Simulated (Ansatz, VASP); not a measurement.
# RbBr3 in VASP and in Ansatz

INCAR

```
SYSTEM = RbBr3
PREC = Accurate ; ENCUT = 520
EDIFF = 1E-6 ; ISMEAR = 0
SIGMA = 0.1 ; LREAL = .False.
LASPH = .True. ; NELM = 80
ALGO = Normal ; ISIF = 2
LWAVE = .False. ; LCHARG = .False.
GGA = PE ; NBANDS = 23
```

The input KPOINTS:

```
Automatic mesh
0
Gamma
  3 3 3
  0 0 0
```

POSCAR

```
RbBr3
1.0
    3.1564169500      1.8223581800      4.2634441100
   -3.1564169500      1.8223581800      4.2634441100
    0.0000000000     -3.6447163500      4.2634441100
Rb Br
1 3
Direct
    0.5000000000      0.5000000000      0.5000000000
    0.0000000000      0.0000000000      0.5000000000
    0.5000000000      0.0000000000      0.0000000000
    0.0000000000      0.5000000000      0.0000000000
```

Input for Ansatz:

```yaml
crystal:
  lattice:
    - [3.15641695, 1.82235818, 4.26344411]
    - [-3.15641695, 1.82235818, 4.26344411]
    - [0.0, -3.64471635, 4.26344411]
  atoms:
    - { symbol: Rb, position: [0.5, 0.5, 0.5] }
    - { symbol: Br, position: [0.0, 0.0, 0.5] }
    - { symbol: Br, position: [0.5, 0.0, 0.0] }
    - { symbol: Br, position: [0.0, 0.5, 0.0] }
basis:
  ecutwfc: 420
kpoints:
  mp_grid: { grid: [3, 3, 3] }
hamiltonian:
  xc: pbe
scf:
  occupations: { method: gaussian, width: 0.1 }
  lower_state_search: "off"
output:
  forces: true
  stress: true
  eigenvalues: true
```

Alike in both runs: task single point; functional PBE; k mesh 3 × 3 × 3; occupations gaussian, width 0.1 eV; no spin polarisation.

|  | VASP | Ansatz |
| --- | --- | --- |
| version | VASP 6.6.1 | Ansatz 0.2.0 |
| potentials or method | VASP PAW PBE potentials, release 64 (Rb_sv, Br) | scalar-relativistic, plane waves, PAW |
| plane-wave cutoff (eV) | 520 | 420 |
| valence electrons in the cell | 30 | 30 |

Ansatz gave:

* gap on the k mesh at the Fermi level (eV): none
* pressure (GPa): 1.9
* largest component of the traceless stress (GPa): 2.18

What did VASP give for the same quantities?

gap on the k mesh at the Fermi level (eV): none; pressure (GPa): 2.0; largest component of the traceless stress (GPa): 2.22.

A gap of «none» marks a metal or a gap that the smearing closes.

Caveats: the k mesh is coarse (spacing up to 0.42 Å⁻¹), so the values aren't converged.
